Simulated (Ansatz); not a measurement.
I need the levels without and with spin-orbit coupling of SrO, space group P6_3mc. Use the Ansatz DFT code, driven from Python. Use (first run): LDA, PAW, the default cutoff (420 eV here), 5×5×4 k-points, fixed occupations.

```
Sr O
1.0
     4.27547    0.00000    0.00000
    -2.13773    3.70266    0.00000
     0.00000    0.00000    5.15559
Sr O
2 2
Direct
  0.33333 0.66667 0.93813
  0.66667 0.33333 0.43813
  0.33333 0.66667 0.43687
  0.66667 0.33333 0.93687
```

The script, `soc.py`:
```python
'''Levels of SrO without and with spin-orbit coupling.'''

import ansatz

MESH = (5, 5, 4)


def main() -> None:
    structure = (
        ansatz.Lattice.of([4.27546627, 0.0, 0.0], [-2.13773313, 3.7026624, 0.0], [0.0, 0.0, 5.15559499])
        .atom('Sr', [1 / 3, 2 / 3, 0.9381277])
        .atom('Sr', [2 / 3, 1 / 3, 0.4381277])
        .atom('O', [1 / 3, 2 / 3, 0.4368723])
        .atom('O', [2 / 3, 1 / 3, 0.9368723])
    )

    model = (
        structure.calculation()
        .functional(ansatz.Functional.LDA)
        .kpoints(*MESH)
        .occupations(ansatz.OccupationsMethod.FIXED)
        .band_table()
    )
    for label, variant in (('scalar-relativistic', model), ('spin-orbit', model.spin(soc=True))):
        data = variant.run().report
        zero = data['band_edges_ev'][0] if data.get('band_edges_ev') else data['fermi_energy_ev']
        near = [round(e - zero, 3) for e in data['eigenvalues_ev'][0] if abs(e - zero) < 2]
        print(label)
        print('  band edges (eV):', [round(e, 3) for e in data.get('band_edges_ev') or []] or 'none reported')
        print('  levels at k =', data['kpoints_frac'][0], 'within 2 eV of the zero:', near)


if __name__ == '__main__':
    main()
```

```console
$ python soc.py
DeckWarning: basis.ecutwfc = 420 eV, auto-derived from the records' recommended cutoffs: set by Sr (normal level)
scalar-relativistic
  band edges (eV): [5.562, 8.018]
  levels at k = [0.0, 0.0, 0.0] within 2 eV of the zero: [-1.045, -1.045, -0.87, -0.87, -0.314, 0.0]
spin-orbit
  band edges (eV): [5.562, 8.018]
  levels at k = [0.0, 0.0, 0.0] within 2 eV of the zero: [-1.054, -1.054, -1.037, -1.037, -0.9, -0.9, -0.843, -0.843, -0.311, -0.311, -0.0, 0.0]
```
(Warnings from the package without file and line, repeats left out.)

What to keep in mind:
- Within a few hundredths of an angstrom the cell has the higher group P6_3/mmc; the lower one is a small distortion.
- The structure comes from a database of computed cells and needn't be a stable or known phase.
- Gaps and levels are Kohn-Sham values on a finite set of k-points.
- With spin-orbit coupling each level holds one electron and, with inversion or at time-reversal points, comes in pairs; a window in energy can cut a split set.
- The whole script took 14 s on 1 thread of Arm Neoverse V2, on a shared host, peak memory 0.49 GiB.

(Lines on the test bed's own set-up are left out of the output.)
